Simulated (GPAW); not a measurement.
# CsPbCl3 (Pm-3m) in GPAW: settings compared

Aim: see how the results for CsPbCl3 move with the level of theory and the settings. Levels: LDA, PBEsol, PBE. Tasks: dielectric tensor, band structure, equation of state.

Everything below comes from runs of GPAW 26.7.0. Logs are shortened: lines on timing, memory, paths and dates and some standing lists are left out, and cuts for length are marked. The log counts tension as positive stress, the text compression.

**1. The crystal as given**

Symmetry: Pm-3m, No. 221, cubic system. The conventional cell has a = 5.605 Å, b = 5.605 Å, c = 5.605 Å, α = 90.00°, β = 90.00°, γ = 90.00°. Pb (site symmetry m-3m) has 6 Cl at 2.80 Å as nearest neighbours. Cs (site symmetry m-3m) has 12 Cl at 3.96 Å as nearest neighbours. Cl (site symmetry 4/mmm) is surrounded by 2 Pb at 2.80 Å.

**2. Dielectric tensor, LDA**

File run.py:

```python
import numpy as np
from ase import Atoms
from ase.dft.bandgap import bandgap
from ase.io import write
from gpaw import GPAW, PW
from gpaw.response.df import DielectricFunction

atoms = Atoms(['Pb', 'Cs', 'Cl', 'Cl', 'Cl'],
              cell=[[5.605, 0.0, 0.0],
                    [0.0, 5.605, 0.0],
                    [0.0, 0.0, 5.605]],
              scaled_positions=[[0.5, 0.5, 0.5],
                                [0.0, 0.0, 0.0],
                                [0.5, 0.0, 0.5],
                                [0.0, 0.5, 0.5],
                                [0.5, 0.5, 0.0]],
              pbc=True)

calc = GPAW(mode=PW(450),
            xc='LDA',
            kpts={'size': (4, 4, 4), 'gamma': True},
            occupations={'name': 'fermi-dirac', 'width': 0.001},
            nbands=37,
            convergence={'density': 1e-06},
            maxiter=150,
            txt='gpaw.txt')
atoms.calc = calc
energy = atoms.get_potential_energy()
calc.write('gs.gpw')
write('result.traj', atoms)
print(f'Energy: {energy:.6f} eV')
print('Fermi level:', round(calc.get_fermi_level(), 4), 'eV')
print(f'Gap: {bandgap(calc)[0]:.4f} eV, direct: {bandgap(calc, direct=True)[0]:.4f} eV')

for size in [(8, 8, 8), (11, 11, 11)]:
    name = 'x'.join(str(n) for n in size)
    dense = calc.fixed_density(kpts={'size': size, 'gamma': True},
                               nbands=68, convergence={'bands': 62, 'eigenstates': 1e-7},
                               update_fermi_level=True, txt=f'dense-{name}.txt')
    dense.write(f'{name}.gpw', mode='all')
    df = DielectricFunction(f'{name}.gpw', frequencies=np.array([0.0]), hilbert=False, eta=0.001,
                            ecut=80, nbands=62, intraband=False, txt=f'df-{name}.txt')
    for xc in ['RPA', 'Bootstrap', 'LR0.3']:
        for direction in ['x', 'y', 'z', [0, 1, 1], [1, 0, 1], [1, 1, 0]]:
            e0, e = df.get_macroscopic_dielectric_constant(xc=xc, direction=direction)
            print(f'{name} {xc} {direction}: {e0:.4f} without, {e:.4f} with local fields')
```

Potentials or basis: the program's PAW data sets (release 1.2.1) made for this functional, pw.

Command:

```bash
OMP_NUM_THREADS=1 python run.py
```

gpaw.txt:

```text
__  _  _
 | _ |_)|_||  |
 |__||  | ||/\| - 26.7.0

Input parameters:
  mode=PW(ecut=450.00000000000006),
  convergence={'density': 1e-06},
  kpts=MonkhorstPack(size=(4, 4, 4), gamma=True),
  maxiter=150,
  nbands=37,
  occupations=Occupations(name='fermi-dirac', width=0.001),
  xc=XC(name='LDA')

Diagonalizing LCAO Hamiltonian
Converting LCAO to pw mode
    .-------------.
   /|             |
  / |             |
 *  |             |
 |  |             |
 | Cl    Pb       |
 |  |   Cl        |
 |  .-------------.
 | /     Cl      /
 |/             /
 Cs------------*

Atoms  # Å, Bohr magnetons
|   | symbol |        x |        y |        z |    initial magnetic moments |
|---|--------|----------|----------|----------|-----------------------------|
| 0 |     Pb | 2.802500 | 2.802500 | 2.802500 | ( 0.0000,  0.0000,  0.0000) |
| 1 |     Cs | 0.000000 | 0.000000 | 0.000000 | ( 0.0000,  0.0000,  0.0000) |
| 2 |     Cl | 2.802500 | 0.000000 | 2.802500 | ( 0.0000,  0.0000,  0.0000) |
| 3 |     Cl | 0.000000 | 2.802500 | 2.802500 | ( 0.0000,  0.0000,  0.0000) |
| 4 |     Cl | 2.802500 | 2.802500 | 0.000000 | ( 0.0000,  0.0000,  0.0000) |

Unit cell  # Å
| periodic |        x |        y |        z |  lengths |    angles |
|----------|----------|----------|----------|----------|-----------|
|      yes | 5.605000 | 0.000000 | 0.000000 | 5.605000 | 90.000000 |
|      yes | 0.000000 | 5.605000 | 0.000000 | 5.605000 | 90.000000 |
|      yes | 0.000000 | 0.000000 | 5.605000 | 5.605000 | 90.000000 |

Number of symmetries: 48
Symmetry operations  # r_c * U_cc + t_c -> r_c
|    | kind |            matrix            |
|----|------|------------------------------|
|  0 |  E   |  1, 0, 0,  0, 1, 0,  0, 0, 1 |
|  1 |  σ   |  1, 0, 0,  0, 1, 0,  0, 0,-1 |
|  2 |  σ   |  1, 0, 0,  0, 0, 1,  0, 1, 0 |
|  3 |  C4  |  1, 0, 0,  0, 0, 1,  0,-1, 0 |
|  4 |  C4  |  1, 0, 0,  0, 0,-1,  0, 1, 0 |
|  5 |  σ   |  1, 0, 0,  0, 0,-1,  0,-1, 0 |
|  6 |  σ   |  1, 0, 0,  0,-1, 0,  0, 0, 1 |
|  7 |  C2  |  1, 0, 0,  0,-1, 0,  0, 0,-1 |
|  8 |  σ   |  0, 1, 0,  1, 0, 0,  0, 0, 1 |
|  9 |  C2  |  0, 1, 0,  1, 0, 0,  0, 0,-1 |
| 10 |  C3  |  0, 1, 0,  0, 0, 1,  1, 0, 0 |
| 11 |  S6  |  0, 1, 0,  0, 0, 1, -1, 0, 0 |
| 12 |  S6  |  0, 1, 0,  0, 0,-1,  1, 0, 0 |
| 13 |  C3  |  0, 1, 0,  0, 0,-1, -1, 0, 0 |
| 14 |  C4  |  0, 1, 0, -1, 0, 0,  0, 0, 1 |
| 15 |  S4  |  0, 1, 0, -1, 0, 0,  0, 0,-1 |
| 16 |  C3  |  0, 0, 1,  1, 0, 0,  0, 1, 0 |
| 17 |  S6  |  0, 0, 1,  1, 0, 0,  0,-1, 0 |
| 18 |  σ   |  0, 0, 1,  0, 1, 0,  1, 0, 0 |
| 19 |  C4  |  0, 0, 1,  0, 1, 0, -1, 0, 0 |
| 20 |  C2  |  0, 0, 1,  0,-1, 0,  1, 0, 0 |
| 21 |  S4  |  0, 0, 1,  0,-1, 0, -1, 0, 0 |
| 22 |  S6  |  0, 0, 1, -1, 0, 0,  0, 1, 0 |
| 23 |  C3  |  0, 0, 1, -1, 0, 0,  0,-1, 0 |
| 24 |  S6  |  0, 0,-1,  1, 0, 0,  0, 1, 0 |
| 25 |  C3  |  0, 0,-1,  1, 0, 0,  0,-1, 0 |
| 26 |  C4  |  0, 0,-1,  0, 1, 0,  1, 0, 0 |
| 27 |  σ   |  0, 0,-1,  0, 1, 0, -1, 0, 0 |
| 28 |  S4  |  0, 0,-1,  0,-1, 0,  1, 0, 0 |
| 29 |  C2  |  0, 0,-1,  0,-1, 0, -1, 0, 0 |
| 30 |  C3  |  0, 0,-1, -1, 0, 0,  0, 1, 0 |
| 31 |  S6  |  0, 0,-1, -1, 0, 0,  0,-1, 0 |
| 32 |  C4  |  0,-1, 0,  1, 0, 0,  0, 0, 1 |
| 33 |  S4  |  0,-1, 0,  1, 0, 0,  0, 0,-1 |
| 34 |  S6  |  0,-1, 0,  0, 0, 1,  1, 0, 0 |
| 35 |  C3  |  0,-1, 0,  0, 0, 1, -1, 0, 0 |
| 36 |  C3  |  0,-1, 0,  0, 0,-1,  1, 0, 0 |
| 37 |  S6  |  0,-1, 0,  0, 0,-1, -1, 0, 0 |
| 38 |  σ   |  0,-1, 0, -1, 0, 0,  0, 0, 1 |
| 39 |  C2  |  0,-1, 0, -1, 0, 0,  0, 0,-1 |
| 40 |  σ   | -1, 0, 0,  0, 1, 0,  0, 0, 1 |
| 41 |  C2  | -1, 0, 0,  0, 1, 0,  0, 0,-1 |
| 42 |  C2  | -1, 0, 0,  0, 0, 1,  0, 1, 0 |
| 43 |  S4  | -1, 0, 0,  0, 0, 1,  0,-1, 0 |
| 44 |  S4  | -1, 0, 0,  0, 0,-1,  0, 1, 0 |
| 45 |  C2  | -1, 0, 0,  0, 0,-1,  0,-1, 0 |
| 46 |  C2  | -1, 0, 0,  0,-1, 0,  0, 0, 1 |
| 47 |  i   | -1, 0, 0,  0,-1, 0,  0, 0,-1 |

BZ-sampling:
  Number of BZ points: 64
  Number of IBZ points: 10

  Monkhorst-Pack size: [4, 4, 4]
  Monkhorst-Pack shift: [0.125, 0.125, 0.125]

K-points  # in reciprocal-cell coordinates
|   |                                coordinates |     weight |
|---|--------------------------------------------|------------|
| 0 | (  0.00000000,   0.00000000,   0.00000000) | 0.01562500 |
| 1 | (  0.25000000,   0.00000000,   0.00000000) | 0.09375000 |
| 2 | (  0.25000000,   0.25000000,   0.00000000) | 0.18750000 |
| 3 | (  0.25000000,   0.25000000,   0.25000000) | 0.12500000 |
| 4 | (  0.50000000,   0.00000000,   0.00000000) | 0.04687500 |
| 5 | (  0.50000000,   0.25000000,   0.00000000) | 0.18750000 |
| 6 | (  0.50000000,   0.25000000,   0.25000000) | 0.18750000 |
| 7 | (  0.50000000,   0.50000000,   0.00000000) | 0.04687500 |
| 8 | (  0.50000000,   0.50000000,   0.25000000) | 0.09375000 |
| 9 | (  0.50000000,   0.50000000,   0.50000000) | 0.01562500 |

Plane wave coefficients: 3840
Cutoff: 450.00000000000006 eV

Spin-components: 1 (collinear spins)
Bands:           37
Projectors:      26
Spin-degeneracy: 2
Datatype:        complex128

Parallelization:
  kpt:    1
  domain: 1
  band:   1

Density:
  Valence electrons: 44.0
  Components: 1
  Grid points: [28 28 28]
  Charge: 0.0  # |e|

Potential:
  Grid points: [28 28 28]

species:
  Pb:
    name:    Lead
    Z:       82.0
    valence: 14
    core:    68
    charge:  0.0  # [|e|]
    compensation charges:
      type: gauss
      rc: 0.38  # [Å]
      lmax: 2
    cutoffs:
      filter: 2.36  # [Å]
      core: 2.43  # [Å]
    projectors
    | kind |    occ | energy [eV] | rcut [Å] |
    |------|--------|-------------|----------|
    |   6s |  2.000 |     -12.249 |    1.259 |
    |   6p |  2.000 |      -3.713 |    1.275 |
    |   5d | 10.000 |     -21.326 |    1.217 |
    |    s |        |      14.962 |    1.259 |
    |    p |        |      23.498 |    1.275 |
    |    d |        |       5.885 |    1.217 |

    Using partial waves for Pb as LCAO basis

  Cs:
    name:    Caesium
    Z:       55.0
    valence: 9
    core:    46
    charge:  0.0  # [|e|]
    compensation charges:
      type: gauss
      rc: 0.33  # [Å]
      lmax: 2
    cutoffs:
      filter: 2.06  # [Å]
      core: 2.51  # [Å]
    projectors
    | kind |    occ | energy [eV] | rcut [Å] |
    |------|--------|-------------|----------|
    |   5s |  2.000 |     -26.872 |    1.164 |
    |   6s |  1.000 |      -2.224 |    1.164 |
    |   5p |  6.000 |     -13.611 |    1.058 |
    |    p |        |      13.601 |    1.058 |
    |    d |        |       0.000 |    1.058 |

    Using partial waves for Cs as LCAO basis

  Cl:
    name:    Chlorine
    Z:       17.0
    valence: 7
    core:    10
    charge:  0.0  # [|e|]
    compensation charges:
      type: gauss
      rc: 0.25  # [Å]
      lmax: 2
    cutoffs:
      filter: 1.40  # [Å]
      core: 1.49  # [Å]
    projectors
    | kind |    occ | energy [eV] | rcut [Å] |
    |------|--------|-------------|----------|
    |   3s |  2.000 |     -20.688 |    0.794 |
    |   3p |  5.000 |      -8.701 |    0.794 |
    |    s |        |       6.523 |    0.794 |
    |    p |        |      18.511 |    0.794 |
    |    d |        |       0.000 |    0.794 |

    Using partial waves for Cl as LCAO basis

Reference energy: -816162.587796  # eV

eigensolver:
  PPCG
  Converge bands: occupied
  niter=2

density mixing:
  MSR1-Mixer
  Pratt-step length: 0.05
  Maximum mixing coefficient: 0.75
  Old densities: 10
  SVD Regularization: 0.005
  Good broyden scale: 1.0
  Trust region scale: 1.0
  Backstep threshold: 4.0
  History deletion threshold: 6.0
  Fourier metric: weight=20.0, sigma=0.015

occupation numbers:
  Fermi-Dirac:
    width: 0.0010  # eV

poisson solver:
  ecut: 3600.0000000000005  # eV

xc functional:
  name: None

convergence criteria:
- Maximum integral of absolute [dens]ity change: 1e-06 electrons / valence electron
- Maximum [total energy] change in last 3 cyles: 0.0005 eV / valence electron
- Maximum integral of absolute [eigenst]ate change: 4e-08 eV^2 / valence electron
maximum number of iterations: 150

SCF iterations
|iter     | |      energy | eigst |  dens |
|---------|-|-------------|-------|-------|
|iter:   1| |  -20.190309 | -0.12 |       |
|iter:   2| |  -20.090537 | -1.75 | -1.27 |
|iter:   3| |  -19.545311 | -1.84 | -1.32 |
|iter:   4| |  -19.519720 | -3.14 | -1.79 |
|iter:   5| |  -19.519424 | -4.25 | -2.26 |
|iter:   6| |  -19.519468c| -5.13 | -2.99 |
|iter:   7| |  -19.519471c| -6.41 | -3.58 |
|iter:   8| |  -19.519471c| -7.42c| -4.06 |
|iter:   9| |  -19.519471c| -7.99c| -4.94 |
|iter:  10| |  -19.519471c| -8.41c| -5.87 |
|iter:  11| |  -19.519471c| -8.89c| -6.40c|

Converged in 11 steps
Energy contributions relative to reference atoms: (reference = -816162.587796)

Energy contributions:
  Kinetic:          22.480344
  Coulomb:         -23.856897
  Zero:             -0.104659
  External:          0.000000
  Xc:              -18.038260
  Entropy:          -0.000000
  Spinorbit:         0.000000
  ----------------------------
  Free energy:     -19.519471
  Extrapolated:    -19.519471

dipole moment: (-52.552945, -52.552945, -52.552945)  # |e|*Ang

Fermi level: 3.872
Eigenvalues  # (at kpt = [0.000, 0.000, 0.000])
| band index |      eig [eV] | occ [0-2] |
|------------|---------------|-----------|
|          0 |       -18.576 |     2.000 |
|        ... |               |           |
|         14 |        -1.987 |     2.000 |
|         15 |        -1.987 |     2.000 |
|         16 |         0.129 |     2.000 |
|         17 |         0.129 |     2.000 |
|         18 |         0.129 |     2.000 |
|         19 |         0.239 |     2.000 |
[... 8 lines left out ...]
|         28 |         8.724 |     0.000 |
|         29 |         8.724 |     0.000 |
|        ... |               |           |
|         36 |        13.557 |     0.000 |

Gap: 1.678 eV
Transition (v -> c):
  (s=0, k=9, n=21, [0.50, 0.50, 0.50]) -> (s=0, k=9, n=22, [0.50, 0.50, 0.50])
No difference between direct/indirect transitions
# Writing to gs.gpw (mode='')
```

Run time: 12 min. Hardware: 1 thread of Arm Neoverse V2, shared host; peak memory 0.92 GiB.

Results:

* Free energy: -19.5195 eV
* Band gap on the k mesh: 1.68 eV, direct
* Electronic dielectric tensor (diagonal): 4.01

Electronic dielectric tensor:
```
4.01 0.00 0.00
0.00 4.01 0.00
0.00 0.00 4.01
```

Caveat: the long-wavelength limit can be off by a per cent or two; spin-orbit coupling is left out, which as a rule narrows the gap of such compounds by several tenths of an eV; an odd mesh through Γ misses points on the zone boundary, where band edges often lie.

(Part 1 of 3 ends here.)
